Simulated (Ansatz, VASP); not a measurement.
BN: VASP beside Ansatz

Contents of INCAR:

```
ALGO     = Normal         # electronic algorithm
EDIFF    = 1E-6           # SCF threshold, eV
EDIFFG   = -0.03          # ionic threshold
ENCUT    = 600            # plane-wave cutoff, eV
GGA      = PE             # functional
IBRION   = 2              # ionic algorithm
ISIF     = 3              # what is computed and relaxed
ISMEAR   = 0              # smearing method
IVDW     = 12             # dispersion correction
LASPH    = True           # aspherical terms in the spheres
LCHARG   = False          # write CHGCAR
LREAL    = False          # projectors in reciprocal space
LWAVE    = False          # write WAVECAR
NELM     = 100            # most SCF steps
NSW      = 80             # ionic steps
PREC     = Accurate       # precision mode
SIGMA    = 0.05           # smearing width, eV
```

Contents of KPOINTS:

```
k-points
0
Gamma
  10 10 4
```

File POSCAR:

```
BN
1.0
    2.4982400000      0.0000000000      0.0000000000
   -1.2491200000      2.1635393048      0.0000000000
    0.0000000000      0.0000000000      6.6357000000
B N
2 2
Direct
    0.3333333333      0.6666666667      0.2500000000
    0.6666666667      0.3333333333      0.7500000000
    0.3333333333      0.6666666667      0.7500000000
    0.6666666667      0.3333333333      0.2500000000
```

Input for Ansatz:

```yaml
crystal:
  lattice:
    - [2.49824, 0.0, 0.0]
    - [-1.24912, 2.1635393048, 0.0]
    - [0.0, 0.0, 6.6357]
  atoms:
    - { symbol: B, position: [0.3333333333, 0.6666666667, 0.25] }
    - { symbol: B, position: [0.6666666667, 0.3333333333, 0.75] }
    - { symbol: "N", position: [0.3333333333, 0.6666666667, 0.75] }
    - { symbol: "N", position: [0.6666666667, 0.3333333333, 0.25] }
basis:
  ecutwfc: 420
  ecutrho_ratio: 4
kpoints:
  mp_grid: { grid: [10, 10, 4] }
hamiltonian:
  xc: pbe
  dispersion: d3bj
scf:
  occupations: { method: gaussian, width: 0.05 }
output:
  forces: true
  stress: true
  eigenvalues: true
relax:
  f_tol: 0.03
  max_steps: 60
  cell: { stress_tol: 0.3 }
```

Alike in both runs: task relaxation of cell and atoms; functional PBE; dispersion D3(BJ); k mesh 10 × 10 × 4; occupations gaussian, width 0.05 eV; no spin polarisation.

|  | VASP | Ansatz |
| --- | --- | --- |
| version | VASP 6.6.1 | Ansatz 0.2.0 |
| potentials or method | VASP PAW PBE potentials, release 64 (B, N) | scalar-relativistic, plane waves, PAW |
| plane-wave cutoff (eV) | 600 | 420 |
| valence electrons in the cell | 16 | 16 |

|  | VASP | Ansatz | Ansatz less VASP |
| --- | --- | --- | --- |
| gap on the k mesh at the Fermi level, each at its own relaxed structure (eV) | 4.23 | 4.23 | +0.002 |
| relaxed volume (Å³/atom) | 9.02 | 9.00 | -0.025 |
| relaxed cell length with the largest relative difference (Å) | 6.634 | 6.616 | -0.0173 |

A k mesh can miss the band edges. Zero-point motion and thermal expansion aren't in these numbers. A hybrid or GW would open this gap; PBE tends to underestimate it.
